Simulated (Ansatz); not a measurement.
# ZnO: the gap under strain, fitted and tested

Plane-wave DFT in Ansatz, PBE, scalar-relativistic PAW potentials, cutoff 420 eV, no spin-orbit coupling; no spin polarisation. ZnO in space group P6_3mc. Strain along c alone; the other axes held, atoms relaxed (conventional cell); Kohn–Sham gaps sought over the whole zone.

| strain (%) | space group | gap (eV) |
| --- | --- | --- |
| -6.0 | P6_3mc | 0.897 |
| -4.0 | P6_3mc | 0.848 |
| -2.0 | P6_3mc | 0.797 |
| +0.0 | P6_3mc | 0.744 |
| +2.0 | P6_3mc | 0.686 |
| +4.0 | P6_3mc | ? |
| +6.0 | P6_3mc | 0.556 |

Task: Fit the given gaps and predict the missing one.

Result: Next to zero the slopes are -27 meV per % on the compressed side and -29 on the stretched side. No break shows at zero, so all given rows go into a parabola: E_g = 0.743 -0.0283 ε -0.00048 ε² eV (ε in %; scatter 1 meV). At +4.0 % this gives 0.622 eV; the run gave 0.623 eV, 1 meV away. The fit holds.

Cost: about 3 core-minutes for the runs cited, on Arm Neoverse V2 (shared hosts).